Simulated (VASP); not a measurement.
# GaAs: single point with PBE

**What was measured.**

From “Evidence of valence band perturbations in GaAsN/GaAs(001): A combined variable-angle spectroscopic ellipsometry and modulated photoreflectance investigation”, 2008, arxiv:0805.2212, for a bulk crystal of GaAs at 300 K: band gap 1.412 ± 0.01 eV (direct).

Crystal: GaAs.

```xyz
2
Lattice="0.0000 2.8268 2.8268 2.8268 0.0000 2.8268 2.8268 2.8268 0.0000" Properties=species:S:1:pos:R:3 pbc="T T T"
As    4.2403    4.2403    4.2403
Ga    0.0000    0.0000    0.0000
```

```yaml
Program: VASP 6.6.1
Task: single point
Functional: PBE
Potentials_or_basis: VASP PAW PBE potentials, release 64 (As, Ga_d)
Cutoff: 520 eV
k_mesh: 8 × 8 × 8
Occupations: gaussian, width 0.03 eV
Spin: no spin polarisation
```

- Pressure: 3.5 GPa
- Band gap on the k mesh: 0.52 eV, direct

Levels at points of the mesh, in eV from the valence-band top:
```tsv
k point	band 6	band 7	band 8	band 9	band 10	band 11	band 12	band 13
(0.00, 0.00, 0.00)	-12.73	0.00	0.00	0.00	0.52	3.73	3.73	3.73
(0.50, 0.00, 0.00)	-10.96	-6.64	-1.14	-1.14	1.00	4.63	4.63	7.75
(0.50, 0.50, 0.00)	-10.22	-6.82	-2.68	-2.68	1.46	1.65	10.17	10.17
```

It took 12 s on 1 thread of AMD EPYC 9R45 96-Core Processor (Zen 5), with other jobs on the host, peak memory 0.14 GiB.

Against the measured gap of GaAs, 1.412 eV (direct; 300 K; “Evidence of valence band perturbations in GaAsN/GaAs(001): A combined variable-angle spectroscopic ellipsometry and modulated photoreflectance investigation”, 2008, arxiv:0805.2212), the calculated 0.52 eV is off by -0.89 eV. 3 values of this kind are on record (1.412 to 1.51 eV); this one was drawn at random among those near their median, those with a stated uncertainty first. Spin-orbit coupling on As, Ga is left out. The value is that of PBE on a finite k mesh, which can miss the band edges, without temperature or zero-point motion. Semilocal functionals fall short of measured gaps as a rule.
